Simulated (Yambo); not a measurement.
# InP: optical spectrum with PBEsol

**What was measured.**

A printed reference work, data compilation reports, for a bulk crystal of InP at 1.6 K: band gap 1.4236 eV (direct).

The system is InP.

```
In P
1.0
     0.00000    2.93050    2.93050
     2.93050    0.00000    2.93050
     2.93050    2.93050    0.00000
In P
1 1
Direct
  0.00000 0.00000 0.00000
  0.75000 0.75000 0.75000
```

- Program: Yambo 5.3.0
- Task: optical spectrum
- Functional: PBEsol
- Potentials or basis: PseudoDojo 0.4.1 SR PBEsol standard
- Cutoff: 952 eV
- Density cutoff: 3810 eV
- k mesh: 12 × 12 × 12
- Occupations: fixed
- Spin: no spin polarisation
- k mesh of the self-consistent run: 12 × 12 × 12
- Direction of the field or of q to 0: z
- Broadening: 0.1 eV
- Kernel: Hartree (RPA with local fields)
- Top of the energy range: 15 eV
- Energy points: 200
- Correction of the levels: none
- Bands in the response: 29
- Cutoff of the response matrix: 1 Ry

* Band gap on the k mesh, mean-field level: 0.61 eV, direct
* Absorption peak: 4.22 eV
* Electronic dielectric constant along the field: 12.41
* Electronic dielectric constant along the field, independent particles: 13.17

Dielectric function (along the field direction of the input):
```
energy (eV)  real part  imaginary part
       0.30      12.93            0.85
       0.75       9.51            2.20
       1.28      13.91            2.78
       1.81      14.64            4.03
       2.26      16.35            8.68
       2.79      10.75            8.64
       3.32       9.08            7.60
       3.84       9.58           12.48
       4.30      -0.61           15.53
       4.82      -6.51           14.16
       5.35      -2.43            6.87
       5.80      -2.35            6.50
       6.33      -3.95            7.36
       6.86      -3.30            3.63
       7.39      -2.37            2.90
       7.84      -1.80            2.60
       8.37      -1.75            2.09
       8.89      -2.02            1.64
       9.42      -1.20            1.47
       9.87      -1.23            1.55
      10.40      -1.02            1.10
      10.93      -0.82            0.84
      11.38      -0.68            0.85
      11.91      -0.40            0.57
      12.44      -0.20            0.52
      12.96      -0.06            0.58
      13.42      -0.08            0.45
      13.94       0.04            0.37
      14.47       0.11            0.37
      15.00       0.25            0.31
```

It took 82 s on 1 thread of Intel(R) Xeon(R) 6975P-C (Granite Rapids), with other jobs on the host.

Measured gap of InP: 1.4236 eV (direct; 1.6 K; a printed reference work, data compilation). This calculation gives 0.61 eV (-0.81 eV). Spin-orbit coupling on In is left out. The value is that of PBEsol on a finite k mesh, which can miss the band edges, without temperature or zero-point motion. Semilocal functionals fall short of measured gaps as a rule.

Caveat: these spectra lack excitons; spin-orbit coupling is left out, which moves the levels of the heavy elements.
